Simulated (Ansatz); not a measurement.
WC (Qusongite):

```
CELL_PARAMETERS angstrom
2.90650 0.00000 0.00000
-1.45325 2.51710 0.00000
0.00000 0.00000 2.83660
ATOMIC_POSITIONS crystal
W 0.00000 0.00000 0.00000
C 0.66667 0.33333 0.50000
```

```yaml
Program: Ansatz 0.2.0
Task: relaxation of cell and atoms
Functional: PBE
Potentials_or_basis: Ansatz PAW
Cutoff: "420 eV (not typed: the program's choice for these potentials)"
k_mesh: 10 × 10 × 9
Occupations: fermi-dirac, width 0.05 eV
Spin: no spin polarisation
Hubbard_terms: W d U = 8 eV
```

At the start: volume 10.38 Å³/atom.

Where does the relaxation end?

It ends after 4 steps and the volume is 10.57 Å³/atom (+1.9 %); space group P-6m2 (No. 187, to 0.05 Å).

The path:
```
step  energy change (eV)  largest force (eV/Å)  volume (Å³)
   1              0.0000                0.0000        20.75
   2             -0.0087                0.0000        21.16
   3             -0.0088                0.0000        21.15
   4             -0.0095                0.0000        21.15
```

Final structure:
```yaml
crystal:
  lattice:
    - [2.93063, 0.00000, 0.00000]
    - [-1.46532, 2.53800, 0.00000]
    - [0.00000, 0.00000, 2.84341]
  atoms:
    - { symbol: W, position: [0.00000, 0.00000, 0.00000] }
    - { symbol: C, position: [0.66667, 0.33333, 0.50000] }
```

Caveat: the plane-wave basis is chosen anew once the cell has moved, so the energies of steps on either side of that aren't comparable; the pressure holds a Pulay correction of +0.3 GPa for the finite cutoff; U without spin polarisation on a metal has little footing; the U is typed as a test and isn't derived for this compound.
